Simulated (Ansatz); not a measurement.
This Ansatz input for InAs was spoiled on purpose:

```yaml
crystal:
  lattice:
    - [0.0, 3.0931234142, 3.0931234142]
    - [3.0931234142, 0.0, 3.0931234142]
    - [3.0931234142, 3.0931234142, 0.0]
  atoms:
    - { symbol: In, position: [0.0, 0.0, 0.0] }
    - { symbol: As, position: [0.75, 0.75, 0.75] }
basis:
  ecutwfc: "120 eV"
  ecutrho_ratio: 4
kpoints:
  mp_grid: { grid: [10, 10, 10] }
hamiltonian:
  xc: pbe
scf:
  occupations: { method: gaussian, width: 0.05 }
  max_iter: 60
output:
  forces: true
  stress: true
```

Launched as:
```sh
ansatz run input.yaml --threads 4 --pin off --max-ram 7168MiB --backend cpu --events-out ev --progress --plain --runs-dir out
```

What the program printed:

```
Warning: basis.ecutwfc = 120 eV is below the records' recommended 420 eV, and the density's cutoff is lower with it unless basis.ecutrho_ratio is high enough to keep the records' density cutoff: compare with a run at a higher cutoff
Warning: basis.ecutrho_ratio = 4 (ecutrho = 480 eV) is below the records' recommended 1680 eV
```

SCF trace (energy estimate counted from the last row):
```
iteration   ΔE (eV)  density residual (eV)
        1   -65.573                 9.60e1
        2    -5.242                 6.29e0
        3    -0.361                8.45e-1
        4    -0.043                9.46e-2
        5    -0.006                2.23e-3
        6    -0.006                4.24e-5
        7  -1.0e-06                5.18e-6
        8     0.000                2.74e-7
        9     0.000                5.09e-9
```

```
SCF 1 converged in 9 iterations: F = -10241.546672 eV  dr2 = 5.09e-9
SCF converged after 9 iterations
Free energy (F): -10241.546672 eV
E sigma→0 (E₀):  -10241.546469 eV
Entropy (-TS):   -0.000407 eV (-0.203 meV/atom)
Fermi energy:    6.339680 eV
--- Forces (eV/Å), atoms counted from 1 ---
  atom   1  In     0.00000000     0.00000000     0.00000000
  atom   2  As     0.00000000     0.00000000     0.00000000
--- Stress (GPa, compression-positive) ---
       -9.107082       0.000000       0.000000
        0.000000      -9.107082       0.000000
        0.000000       0.000000      -9.107082
  P = ⅓ Tr σ = -9.1071 GPa (-91.071 kbar)
```

Task: What is wrong with it?

Result: A cutoff far too low. Against the sound input: basis.ecutwfc: 420 → "120 eV" (the cap on iterations is only a precaution).

The run converged all the same; its pressure of -9 GPa shows the fault against the sound run's. Its energy lies 106461 meV/atom from the sound one. Run time: 0.45 s on 4 threads of Arm Neoverse V2 (shared host), peak memory 0.27 GiB. The run before the change (PBE, 420 eV, 10×10×10 mesh) gave:

```tsv
run	P (GPa)	gap on the mesh (eV)	cell moment (μB)	largest force component (eV/Å)
sound	0.0	0 (bands touch)	–	0.000
spoiled	-9.1	metal	–	0.000
```

The chain of runs began from a cell as deposited in COD, expanded in volume. Of that entry: the entry's cell lengths or inner coordinates differ somewhat from later room-temperature determinations.

Of that run: At this volume the filled and empty bands only touch, so this is a zero-gap semimetal rather than a metal, and a semilocal functional can cause such a touching.
